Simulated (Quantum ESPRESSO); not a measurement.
# Zn (P6_3/mmc) in Quantum ESPRESSO: single point with PBEsol

Aim: the single point of Zn with PBEsol.

All numbers are computed with Quantum ESPRESSO 7.5; they aren't measurements. Logs are shortened: lines on timing, memory, paths and dates and some standing lists are left out, and cuts for length are marked.

## Step 1: Starting point

It takes space group P6_3/mmc (No. 194, hexagonal). Conventional cell: a = 2.670 Å, b = 2.670 Å, c = 4.966 Å, α = 90.00°, β = 90.00°, γ = 120.00°. Zn (site symmetry -6m2) has 12 Zn at 2.67 to 2.92 Å as nearest neighbours.

## Step 2: Single point, PBEsol

run.py

```python
import numpy as np
from ase.calculators.espresso import Espresso, EspressoProfile
from ase.io import read

atoms = read('Zn.cif')

input_data = {
    'control': {'calculation': 'scf', 'prefix': 'pwscf', 'outdir': './tmp', 'tprnfor': True, 'tstress': True, 'disk_io': 'nowf'},
    'system': {'ecutwfc': 56.0, 'ecutrho': 448.0, 'nbnd': 28, 'occupations': 'smearing', 'smearing': 'fd', 'degauss': 0.00367493},
    'electrons': {'conv_thr': 4e-10, 'electron_maxstep': 120, 'mixing_beta': 0.5},
}
pseudopotentials = {'Zn': 'zn_pbesol_v1.uspp.F.UPF'}
profile = EspressoProfile(command='mpirun -n 2 pw.x -nk 2', pseudo_dir='pseudo')
dft = Espresso(profile=profile, input_data=input_data, pseudopotentials=pseudopotentials, kpts=(11, 11, 6), koffset=(0, 0, 0))
atoms.calc = dft

print(f'energy {atoms.get_potential_energy():.8f} eV')
print('forces (eV/A)')
print(np.round(atoms.get_forces(), 6))
print('stress (eV/A^3, Voigt)')
print(np.round(atoms.get_stress(), 8))
print(f'Fermi level {dft.get_fermi_level():.4f} eV')
```

Zn.cif

```cif
data_Zn
_cell_length_a 2.67000000
_cell_length_b 2.67000000
_cell_length_c 4.96600000
_cell_angle_alpha 90.00000000
_cell_angle_beta 90.00000000
_cell_angle_gamma 120.00000000
_space_group_name_H-M_alt 'P1'
_space_group_name_Hall 'P 1'
_space_group_IT_number 1
loop_
_space_group_symop_operation_xyz
'x,y,z'
loop_
_atom_site_label
_atom_site_type_symbol
_atom_site_symmetry_multiplicity
_atom_site_Wyckoff_symbol
_atom_site_fract_x
_atom_site_fract_y
_atom_site_fract_z
_atom_site_occupancy
Zn1 Zn 1 a 0.6666666667 0.3333333333 0.7500000000 1
Zn2 Zn 1 a 0.3333333333 0.6666666667 0.2500000000 1
```

Potentials or basis: GBRV 1.5 PBEsol.

Started as:

```
$ OMP_NUM_THREADS=1 python run.py
```

The log of the run:

```text
energy -12551.00193227 eV
forces (eV/A)
[[ 0. -0.  0.]
 [-0.  0.  0.]]
stress (eV/A^3, Voigt)
[ 0.03518655  0.03518655  0.03499925 -0.         -0.          0.        ]
Fermi level 13.0781 eV
```

espresso.pwi:

```text
&CONTROL
   calculation      = 'scf'
   tstress          = .true.
   tprnfor          = .true.
   outdir           = './tmp'
   prefix           = 'pwscf'
   disk_io          = 'nowf'
   pseudo_dir       = 'pseudo'
/
&SYSTEM
   nbnd             = 28
   ecutwfc          = 56.0
   ecutrho          = 448.0
   occupations      = 'smearing'
   degauss          = 0.00367493
   smearing         = 'fd'
   ntyp             = 1
   nat              = 2
   ibrav            = 0
/
&ELECTRONS
   electron_maxstep = 120
   conv_thr         = 4e-10
   mixing_beta      = 0.5
/
&IONS
/
&CELL
/
&FCP
/
&RISM
/
ATOMIC_SPECIES
Zn 65.38 zn_pbesol_v1.uspp.F.UPF

K_POINTS automatic
11 11 6  0 0 0

CELL_PARAMETERS angstrom
2.67000000000000 0.00000000000000 0.00000000000000
-1.33500000000000 2.31228782810445 0.00000000000000
0.00000000000000 0.00000000000000 4.96600000000000

ATOMIC_POSITIONS angstrom
Zn 1.3350000001 0.7707626093 3.7245000000  
Zn -0.0000000001 1.5415252188 1.2415000000
```

espresso.pwo:

```text
This program is part of the open-source Quantum ESPRESSO suite
     for quantum simulation of materials; please cite
         "P. Giannozzi et al., J. Phys.:Condens. Matter 21 395502 (2009);
         "P. Giannozzi et al., J. Phys.:Condens. Matter 29 465901 (2017);
         "P. Giannozzi et al., J. Chem. Phys. 152 154105 (2020);
     in publications or presentations arising from this work. More details at

Warning: card &CELL ignored
Warning: card &FCP ignored
Warning: card &RISM ignored

     Message from routine setup:
[... 7 lines left out ...]
     --------------------
     sticks:   dense  smooth     PW     G-vecs:    dense   smooth      PW
     Sum         769     385    121                33003    11649    2065

     Using Slab Decomposition

     bravais-lattice index     =            0
     lattice parameter (alat)  =       5.0456  a.u.
     unit-cell volume          =     206.8981 (a.u.)^3
     number of atoms/cell      =            2
     number of atomic types    =            1
     number of electrons       =        40.00
     number of Kohn-Sham states=           28
     kinetic-energy cutoff     =      56.0000  Ry
     charge density cutoff     =     448.0000  Ry
     scf convergence threshold =      4.0E-10
     mixing beta               =       0.5000
     number of iterations used =            8  plain     mixing
     Exchange-correlation= SLA  PW   PSX  PSC
                           (   1   4  10   8   0   0   0)

     celldm(1)=   5.045569  celldm(2)=   0.000000  celldm(3)=   0.000000
     celldm(4)=   0.000000  celldm(5)=   0.000000  celldm(6)=   0.000000

     crystal axes: (cart. coord. in units of alat)
               a(1) = (   1.000000   0.000000   0.000000 )
               a(2) = (  -0.500000   0.866025   0.000000 )
               a(3) = (   0.000000   0.000000   1.859925 )

     reciprocal axes: (cart. coord. in units 2 pi/alat)
               b(1) = (  1.000000  0.577350 -0.000000 )
               b(2) = (  0.000000  1.154701  0.000000 )
               b(3) = (  0.000000 -0.000000  0.537656 )
[... 23 lines left out ...]
         1        Zn     tau(   1) = (   0.5000000   0.2886751   1.3949438  )
         2        Zn     tau(   2) = (  -0.0000000   0.5773503   0.4649813  )

     number of k points=    64  Fermi-Dirac smearing, width (Ry)=  0.0037
                       cart. coord. in units 2pi/alat
        k(    1) = (   0.0000000   0.0000000   0.0000000), wk =   0.0027548
        k(    2) = (   0.0000000   0.0000000   0.0896093), wk =   0.0055096
        k(    3) = (   0.0000000   0.0000000   0.1792187), wk =   0.0055096
        k(    4) = (   0.0000000   0.0000000  -0.2688280), wk =   0.0027548
        k(    5) = (   0.0000000   0.1049728   0.0000000), wk =   0.0165289
        k(    6) = (   0.0000000   0.1049728   0.0896093), wk =   0.0330579
[... 56 lines left out ...]
        k(   63) = (   0.2727273   0.5773503   0.1792187), wk =   0.0330579
        k(   64) = (   0.2727273   0.5773503  -0.2688280), wk =   0.0165289

     Dense  grid:    33003 G-vectors     FFT dimensions: (  36,  36,  64)

     Smooth grid:    11649 G-vectors     FFT dimensions: (  25,  25,  48)

     Initial potential from superposition of free atoms

     starting charge      39.9997, renormalised to      40.0000
     Starting wfcs are   26 randomized atomic wfcs +    2 random wfcs

     Self-consistent Calculation

     iteration #  1     ecut=    56.00 Ry     beta= 0.50
     Davidson diagonalization with overlap
     ethr =  1.00E-02,  avg # of iterations =  3.3

     Threshold (ethr) on eigenvalues was too large:
     Diagonalizing with lowered threshold

     Davidson diagonalization with overlap
     ethr =  1.82E-04,  avg # of iterations =  2.3

     total energy              =    -922.45590920 Ry
     estimated scf accuracy    <       0.07203872 Ry
[... 50 lines left out ...]
     iteration #  9     ecut=    56.00 Ry     beta= 0.50
     Davidson diagonalization with overlap
     ethr =  2.89E-12,  avg # of iterations =  2.0

     End of self-consistent calculation

          k = 0.0000 0.0000 0.0000 (  1475 PWs)   bands (ev):

  -113.0040-113.0031 -67.3254 -67.3136 -67.2993 -67.2993 -67.2980 -67.2980
     2.8543   4.6813   5.3817   5.6114   5.6114   5.6606   5.6606   5.9893
     5.9893   6.1945   6.1945   9.5874  10.1603  26.6204  30.1803  30.5082
    30.5082  32.1211  32.1211  32.1507
[... 437 lines left out ...]
  -113.0007-113.0007 -67.3217 -67.3217 -67.3170 -67.3170 -67.3138 -67.3138
     5.3070   5.3070   5.4422   5.4422   5.6517   5.6517   5.8715   5.8715
     6.1912   6.1912  13.5045  13.5045  14.5066  14.5066  16.6990  16.6990
    24.7795  24.7795  27.6131  27.6131

     the Fermi energy is    13.0781 ev

!    total energy              =    -922.48170797 Ry
     estimated scf accuracy    <          4.8E-12 Ry
     smearing contrib. (-TS)   =      -0.00034565 Ry
     internal energy E=F+TS    =    -922.48136232 Ry

     The total energy is F=E-TS. E is the sum of the following terms:
     one-electron contribution =    -724.43454115 Ry
     hartree contribution      =     376.24200318 Ry
     xc contribution           =     -83.42044710 Ry
     ewald contribution        =    -490.86837726 Ry

     convergence has been achieved in   9 iterations

     Forces acting on atoms (cartesian axes, Ry/au):

     atom    1 type  1   force =     0.00000000   -0.00000000    0.00000000
     atom    2 type  1   force =    -0.00000000    0.00000000    0.00000000

     Total force =     0.000000     Total SCF correction =     0.000000

     Computing stress (Cartesian axis) and pressure

          total   stress  (Ry/bohr**3)                   (kbar)     P=      -56.28
  -0.00038323  -0.00000000   0.00000000          -56.38       -0.00        0.00
   0.00000000  -0.00038323   0.00000000            0.00      -56.38        0.00
   0.00000000   0.00000000  -0.00038119            0.00        0.00      -56.08

=------------------------------------------------------------------------------=
   JOB DONE.
=------------------------------------------------------------------------------=
```

It took 13 s on 2 MPI ranks of Intel Xeon 6975P-C (Granite Rapids), shared host; peak memory 0.26 GiB.

What came out:

- Free energy: -12551.0030 eV
- Pressure: -5.6 GPa
- Band gap on the k mesh: none (metal or under the smearing width)
